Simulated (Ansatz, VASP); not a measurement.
# Two plane-wave programs on Ru

Contents of INCAR:

```
SYSTEM = Ru
ALGO     = Fast           ! electronic algorithm
EDIFF    = 1E-7           ! SCF threshold, eV
EDIFFG   = -0.02          ! ionic threshold
ENCUT    = 600            ! plane-wave cutoff, eV
GGA      = RE             ! functional
IBRION   = 2              ! ionic algorithm
ISIF     = 3              ! what is computed and relaxed
ISMEAR   = -1             ! smearing method
LASPH    = .True.         ! aspherical terms in the spheres
LCHARG   = .False.        ! write CHGCAR
LREAL    = .False.        ! projectors in reciprocal space
LWAVE    = .False.        ! write WAVECAR
NELM     = 100            ! most SCF steps
NSW      = 40             ! ionic steps
PREC     = Accurate       ! precision mode
SIGMA    = 0.05           ! smearing width, eV
```

The input KPOINTS:

```
k-points
0
Gamma
  11 11 6
  0 0 0
```

The input POSCAR:

```
Ru
1.0
    2.7058000000      0.0000000000      0.0000000000
   -1.3529000000      2.3432915376      0.0000000000
    0.0000000000      0.0000000000      4.2819000000
Ru
2
Direct
    0.6666666667      0.3333333333      0.7500000000
    0.3333333333      0.6666666667      0.2500000000
```

File input.yaml:

```yaml
crystal:
  lattice:
    - [2.7058, 0.0, 0.0]
    - [-1.3529, 2.3432915376, 0.0]
    - [0.0, 0.0, 4.2819]
  atoms:
    - { symbol: Ru, position: [0.6666666667, 0.3333333333, 0.75] }
    - { symbol: Ru, position: [0.3333333333, 0.6666666667, 0.25] }
hamiltonian:
  xc: revpbe
  pseudopotentials: { kind: paw }
kpoints:
  mp_grid: { grid: [11, 11, 6] }
scf:
  occupations: { method: fermi_dirac, width: 0.05 }
output:
  forces: true
  stress: true
relax:
  f_tol: 0.01
  max_steps: 40
  cell: { stress_tol: 0.05 }
```

Alike in both runs: task relaxation of cell and atoms; functional revPBE; k mesh 11 × 11 × 6; occupations fermi-dirac, width 0.05 eV; no spin polarisation.

|  | VASP | Ansatz |
| --- | --- | --- |
| version | VASP 6.6.1 | Ansatz 0.2.0 |
| potentials or method | VASP PAW PBE potentials, release 64 (Ru_pv) | Ansatz PAW |
| plane-wave cutoff (eV) | 600 | 420 |
| valence electrons in the cell | 28 | 32 |

Ansatz gave:

```
relaxed volume (Å³/atom)                                     : 13.91
relaxed cell length with the largest relative difference (Å) : 4.314
energy change over the relaxation (meV/atom)                 : -8
```

Task: Estimate VASP's values.

Result: Relaxed volume (Å³/atom): 13.90; relaxed cell length with the largest relative difference (Å): 4.312; energy change over the relaxation (meV/atom): -8.

The two sets of potentials don't hold the same shells in valence.

Caveats: the PAW data sets were made with another functional, which shifts forces and pressure a little (VASP); the plane-wave basis is chosen anew once the cell has moved, so the energies of steps on either side of that aren't comparable (Ansatz); the PAW data sets come from PBE, with cores solved anew for the run's functional, which leaves a small shift of forces and pressure (Ansatz). revPBE gives volumes clearly too large for solids. Zero-point motion and thermal expansion aren't in these numbers.
